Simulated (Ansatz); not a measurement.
Wurtzite BeO, treated with LDA (plane waves, PAW; Ansatz, an electronic-structure program).

Settings: plane-wave cutoff 520 eV, 18×18×8 k mesh (along the axes of the cell as run), Fermi–Dirac smearing 0.01 eV, scalar-relativistic PAW data made under PBE.

Equation-of-state points:

```
V (Å³/atom)  E − E_lowest (meV/atom)
-----------  -----------------------
6.389                           8.22
6.522                           1.99
6.655                           0.00
6.788                           1.86
6.921                           7.24
```

Task: Estimate the bulk modulus and its pressure derivative from these points.

Result: V0 = 6.655 Å³/atom, B0 = 232 GPa, B′ = 3.7 (fit to the energies at full precision).

Shape and atoms are relaxed at each volume.

Measured, for comparison: bulk modulus 212 GPa (room temperature, not corrected to a static lattice, K' fixed at 4, sources range from 212 to 224; as tabulated in High-pressure and high-temperature crystal chemistry of beryllium oxide (Scilit …). Computed less measured: bulk modulus +9 % (+3.6 % to +9 % over the range).

Static lattice: no zero-point or thermal effects.
